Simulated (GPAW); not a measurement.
# Sn (I4/mmm) in GPAW: single point with PBEsol

Aim: the single point of Sn with PBEsol.

Everything below comes from runs of GPAW 26.7.0. Logs are shortened: lines on timing, memory, paths and dates and some standing lists are left out, and cuts for length are marked. The log counts tension as positive stress, the text compression.

### 1 The crystal as given

Symmetry: I4/mmm, No. 139, tetragonal system. Conventional cell: a = 4.058 Å, b = 4.058 Å, c = 3.322 Å, α = 90.00°, β = 90.00°, γ = 90.00°. Around Sn (site symmetry 4/mmm) lie 10 Sn at 3.32 Å.

This isn't the form of Sn at room conditions, which is tetragonal (white tin).

### 2 Single point, PBEsol

run.py

```python
from ase.dft.bandgap import bandgap
from ase.io import read, write
from ase.units import GPa
from gpaw import GPAW, PW, setup_paths

setup_paths.insert(0, '.')

atoms = read('Sn.xyz')

calc = GPAW(mode=PW(500),
            xc='PBEsol',
            kpts={'size': (8, 8, 8), 'gamma': True},
            occupations={'name': 'fermi-dirac', 'width': 0.05},
            nbands=14,
            maxiter=120,
            txt='gpaw.txt')
atoms.calc = calc
energy = atoms.get_potential_energy()
forces = atoms.get_forces()
stress = atoms.get_stress()
calc.write('gs.gpw')
write('result.traj', atoms)
print(f'Energy: {energy:.6f} eV')
print('Forces (eV/A):')
print(forces.round(4))
print('Stress (GPa):', (stress / GPa).round(3))
print('Fermi level:', round(calc.get_fermi_level(), 4), 'eV')
print(f'Gap: {bandgap(calc)[0]:.4f} eV, direct: {bandgap(calc, direct=True)[0]:.4f} eV')
```

Sn.xyz

```xyz
1
Lattice="-2.0291894110 2.0291894110 1.6607599896 2.0291894110 -2.0291894110 1.6607599896 2.0291894110 2.0291894110 -1.6607599896" Properties=species:S:1:pos:R:3 pbc="T T T"
Sn     0.0000000000      0.0000000000      0.0000000000
```

Potentials or basis: PAW data sets generated in the run's folder for this functional, pw.

The run is started by

```sh
$ gpaw-setup -f PBEsol Sn
$ OMP_NUM_THREADS=1 python run.py
```

gpaw.txt:

```text
__  _  _
 | _ |_)|_||  |
 |__||  | ||/\| - 26.7.0

Input parameters:
  mode=PW(ecut=500.0),
  kpts=MonkhorstPack(size=(8, 8, 8), gamma=True),
  maxiter=120,
  nbands=14,
  occupations=Occupations(name='fermi-dirac', width=0.05),
  xc=XC(name='PBEsol')

Diagonalizing LCAO Hamiltonian
Converting LCAO to pw mode

       Sn

Atoms  # Å, Bohr magnetons
|   | symbol |        x |        y |        z |    initial magnetic moments |
|---|--------|----------|----------|----------|-----------------------------|
| 0 |     Sn | 0.000000 | 0.000000 | 0.000000 | ( 0.0000,  0.0000,  0.0000) |

Unit cell  # Å
| periodic |         x |         y |         z |  lengths |     angles |
|----------|-----------|-----------|-----------|----------|------------|
|      yes | -2.029189 |  2.029189 |  1.660760 | 3.315621 | 104.530205 |
|      yes |  2.029189 | -2.029189 |  1.660760 | 3.315621 | 104.530205 |
|      yes |  2.029189 |  2.029189 | -1.660760 | 3.315621 | 119.882259 |

Number of symmetries: 16
Symmetry operations  # r_c * U_cc + t_c -> r_c
|    | kind |            matrix            |
|----|------|------------------------------|
|  0 |  σ   |  1, 1, 1,  0, 0,-1,  0,-1, 0 |
|  1 |  C4  |  1, 1, 1,  0, 0,-1, -1, 0, 0 |
|  2 |  E   |  1, 0, 0,  0, 1, 0,  0, 0, 1 |
|  3 |  σ   |  1, 0, 0,  0, 1, 0, -1,-1,-1 |
|  4 |  σ   |  0, 1, 0,  1, 0, 0,  0, 0, 1 |
|  5 |  C2  |  0, 1, 0,  1, 0, 0, -1,-1,-1 |
|  6 |  C2  |  0, 0, 1, -1,-1,-1,  1, 0, 0 |
|  7 |  S4  |  0, 0, 1, -1,-1,-1,  0, 1, 0 |
|  8 |  C4  |  0, 0,-1,  1, 1, 1,  0,-1, 0 |
|  9 |  σ   |  0, 0,-1,  1, 1, 1, -1, 0, 0 |
| 10 |  σ   |  0,-1, 0, -1, 0, 0,  1, 1, 1 |
| 11 |  C2  |  0,-1, 0, -1, 0, 0,  0, 0,-1 |
| 12 |  C2  | -1, 0, 0,  0,-1, 0,  1, 1, 1 |
| 13 |  i   | -1, 0, 0,  0,-1, 0,  0, 0,-1 |
| 14 |  S4  | -1,-1,-1,  0, 0, 1,  1, 0, 0 |
| 15 |  C2  | -1,-1,-1,  0, 0, 1,  0, 1, 0 |

BZ-sampling:
  Number of BZ points: 512
  Number of IBZ points: 59

  Monkhorst-Pack size: [8, 8, 8]
  Monkhorst-Pack shift: [0.0625, 0.0625, 0.0625]

K-points  # in reciprocal-cell coordinates
|     |                                coordinates |     weight |
|-----|--------------------------------------------|------------|
|   0 | (  0.00000000,   0.00000000,   0.00000000) | 0.00195312 |
|   1 | (  0.12500000,  -0.12500000,   0.00000000) | 0.00781250 |
|   2 | (  0.12500000,  -0.12500000,   0.12500000) | 0.00781250 |
|   3 | (  0.12500000,   0.00000000,   0.00000000) | 0.01562500 |
|   4 | (  0.12500000,   0.12500000,  -0.12500000) | 0.00390625 |
|   5 | (  0.25000000,  -0.25000000,   0.00000000) | 0.00781250 |
|   6 | (  0.25000000,  -0.25000000,   0.12500000) | 0.01562500 |
|   7 | (  0.25000000,  -0.25000000,   0.25000000) | 0.00781250 |
|   8 | (  0.25000000,  -0.12500000,   0.00000000) | 0.03125000 |
|   9 | (  0.25000000,  -0.12500000,   0.12500000) | 0.01562500 |
| ... |                                            |            |
|  58 | (  0.50000000,   0.50000000,   0.50000000) | 0.00195312 |

Plane wave coefficients: 718
Cutoff: 500.0 eV

Spin-components: 1 (collinear spins)
Bands:           14
Projectors:      6
Spin-degeneracy: 2
Datatype:        complex128

Parallelization:
  kpt:    1
  domain: 1
  band:   1

Density:
  Valence electrons: 14.0
  Components: 1
  Grid points: [18 18 18]
  Charge: 0.0  # |e|

Potential:
  Grid points: [18 18 18]

species:
  Sn:
    name:    Tin
    Z:       50.0
    valence: 14
    core:    36
    charge:  0.0  # [|e|]
    compensation charges:
      type: gauss
      rc: 0.38  # [Å]
      lmax: 2
    cutoffs:
      filter: 2.23  # [Å]
      core: 2.35  # [Å]
    projectors
    | kind |    occ | energy [eV] | rcut [Å] |
    |------|--------|-------------|----------|
    |   5s |  2.000 |     -10.584 |    1.201 |
    |   5p |  2.000 |      -3.711 |    1.270 |
    |   4d | 10.000 |     -25.798 |    1.185 |
    |    s |        |      16.628 |    1.201 |
    |    p |        |      23.501 |    1.270 |
    |    d |        |       1.413 |    1.185 |

    Using partial waves for Sn as LCAO basis

Reference energy: -167935.903346  # eV

eigensolver:
  PPCG
  Converge bands: occupied
  niter=2

density mixing:
  MSR1-Mixer
  Pratt-step length: 0.05
  Maximum mixing coefficient: 0.75
  Old densities: 10
  SVD Regularization: 0.005
  Good broyden scale: 1.0
  Trust region scale: 1.0
  Backstep threshold: 4.0
  History deletion threshold: 6.0
  Fourier metric: weight=20.0, sigma=0.015

occupation numbers:
  Fermi-Dirac:
    width: 0.0500  # eV

poisson solver:
  ecut: 4000.0  # eV

xc functional:
  name: PBEsol with 2 nearest neighbor stencil

convergence criteria:
- Maximum [total energy] change in last 3 cyles: 0.0005 eV / valence electron
- Maximum integral of absolute [dens]ity change: 0.0001 electrons / valence electron
- Maximum integral of absolute [eigenst]ate change: 4e-08 eV^2 / valence electron
maximum number of iterations: 120

SCF iterations
|iter     | |      energy | eigst |  dens |
|---------|-|-------------|-------|-------|
|iter:   1| |   -4.455679 | -0.20 |       |
|iter:   2| |   -4.454476 | -2.75 | -1.74 |
|iter:   3| |   -4.441016 | -2.91 | -1.77 |
|iter:   4| |   -4.440976 | -3.95 | -2.33 |
|iter:   5| |   -4.441036c| -5.05 | -2.96 |
|iter:   6| |   -4.441041c| -6.39 | -3.84 |
|iter:   7| |   -4.441041c| -7.52c| -4.54c|

Converged in 7 steps
Energy contributions relative to reference atoms: (reference = -167935.903346)

Energy contributions:
  Kinetic:           3.138466
  Coulomb:          -3.199418
  Zero:              0.003871
  External:          0.000000
  Xc:               -4.381699
  Entropy:          -0.004521
  Spinorbit:         0.000000
  ----------------------------
  Free energy:      -4.443301
  Extrapolated:     -4.441041

dipole moment: (-6.885979, -6.885979, -5.635727)  # |e|*Ang

Fermi level: 7.038
Eigenvalues  # (at kpt = [0.000, 0.000, 0.000])
| band index |      eig [eV] | occ [0-2] |
|------------|---------------|-----------|
|          0 |       -14.486 |     2.000 |
|          1 |       -14.406 |     2.000 |
|          2 |       -14.406 |     2.000 |
|          3 |       -14.402 |     2.000 |
|          4 |       -14.293 |     2.000 |
|          5 |        -4.067 |     2.000 |
|          6 |        13.712 |     0.000 |
|          7 |        13.713 |     0.000 |
|          8 |        16.266 |     0.000 |
|          9 |        17.224 |     0.000 |
|         10 |        18.336 |     0.000 |
|         11 |        19.612 |     0.000 |
|         12 |        19.612 |     0.000 |
|         13 |        21.543 |     0.000 |

No gap
No difference between direct/indirect transitions

Forces  # eV/Ang
|       x |       y |        z |
|---------|---------|----------|
| 0.00000 | 0.00000 | -0.00000 |  # Sn   0

Stress tensor  # eV/Ang^3
|         x |         y |        z |
|-----------|-----------|----------|
|  0.016061 | -0.000000 | 0.000000 |
| -0.000000 |  0.016061 | 0.000000 |
|  0.000000 |  0.000000 | 0.019477 |

# Writing to gs.gpw (mode='')
```

It took 10 s on 1 thread of Arm Neoverse V2, shared host; peak memory 0.14 GiB.

What came out:

* Free energy: -4.4433 eV
* Pressure: -2.8 GPa
* Band gap on the k mesh: none (metal or under the smearing width)

Stress tensor (GPa, compression positive):
```
-2.57  0.00  0.00
 0.00 -2.57  0.00
 0.00  0.00 -3.12
```

Levels at points of the mesh, in eV from the Fermi level:
| k point | band 4 | band 5 | band 6 | band 7 | band 8 | band 9 | band 10 |
| --- | --- | --- | --- | --- | --- | --- | --- |
| (0.00, 0.00, 0.00) | -21.44 | -21.33 | -11.11 | 6.67 | 6.67 | 9.23 | 10.19 |
| (0.50, 0.00, 0.50) | -21.30 | -21.28 | -5.83 | -4.23 | 2.99 | 4.24 | 7.11 |
| (0.50, 0.50, 0.00) | -21.38 | -21.28 | -7.33 | -4.76 | 5.70 | 7.65 | 10.30 |
| (0.50, 0.50, 0.50) | -21.30 | -21.27 | -3.46 | -1.64 | -1.64 | 2.44 | 2.98 |

Caveat: the cutoff is short for stress and forces, so pressures can be off by a GPa or more.
